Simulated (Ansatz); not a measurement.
TiSi: strain energy, fitted

TiSi, Cmmm, a = 3.626 Å, b = 4.168 Å, c = 3.808 Å. The structure is a COD entry; whether it is the stable form wasn't checked. Ansatz: r2SCAN, PAW, 500 eV, Γ-centred 14×12×14 mesh on 4 atoms, Gaussian smearing 0.10 eV; no spin polarisation. Series: biaxial strain in the a-b plane, c and atoms relaxed; x is the strain in per cent. y is the free energy over the unstrained cell, V0 = 14.388 Å³/atom.

| x (%) | y (meV/atom) |
| --- | --- |
| -3.0 | ? |
| -1.5 | 4.36 |
| 0.0 | 0.00 |
| 1.5 | 4.09 |
| 3.0 | 15.53 |

Task: Fit y = c2 x² + c3 x³ to the other rows, turn c2 into a modulus, and predict the missing energy.

Result: Least squares on the rows shown. y = 1.8715 x² − 0.048383 x³. In eV per unit strain² c2 is 18.71; M is the biaxial modulus (E = M V0 ε²): 18.71 × 160.2 / (14.388) = 208 GPa. At x = -3.0 the fit asked for gives 18.15 meV/atom. The run gave 18.21 meV/atom, so the fit is 0.06 meV/atom too low, a small miss on the scale of the series. The form still works here, 33 % of the fitted range beyond its end.

Cost: 5 runs of about 11 core-minutes in all, on Intel Xeon Platinum 8488C (Sapphire Rapids) (shared hosts).